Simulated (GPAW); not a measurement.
Crystal: ZnSe (Stilleite).

```
CELL_PARAMETERS angstrom
0.00000 2.83380 2.83380
2.83380 0.00000 2.83380
2.83380 2.83380 0.00000
ATOMIC_POSITIONS crystal
Se 0.75000 0.75000 0.75000
Zn 0.00000 0.00000 0.00000
```

| Property | Result |
| --- | --- |
| Program | GPAW 26.7.0 |
| Task | relaxation of cell and atoms |
| Functional | PBEsol |
| Dispersion | D3(BJ)+ATM |
| Potentials or basis | PAW data sets generated in the run's folder for this functional |
| Cutoff | 600 eV |
| Basis | pw |
| k mesh | 8 × 8 × 8 |
| Occupations | fermi-dirac, width 0.05 eV |
| Spin | no spin polarisation |

At the start: pressure -2.8 GPa; volume 22.76 Å³/atom.

Problem. Where does the relaxation end?

Solution. Over 4 steps the energy falls by 9.0 meV/atom and the volume is 21.77 Å³/atom (-4.4 %); space group F-43m (No. 216, to 0.05 Å).

Step by step:
```csv
step,energy change (eV),largest force (eV/Å),pressure (GPa),volume (Å³)
1,0.0000,0.0000,-2.84,45.51
2,-0.0063,0.0000,-2.33,45.12
3,-0.0180,0.0000,0.15,43.44
4,-0.0181,0.0000,-0.01,43.53
```

Final structure:
```yaml
crystal:
  lattice:
    - [0.00000, 2.79207, 2.79207]
    - [2.79207, 0.00000, 2.79207]
    - [2.79207, 2.79207, 0.00000]
  atoms:
    - { symbol: Se, position: [0.75000, 0.75000, 0.75000] }
    - { symbol: Zn, position: [0.00000, 0.00000, 0.00000] }
```

Caveat: later steps reuse the first step's grids.
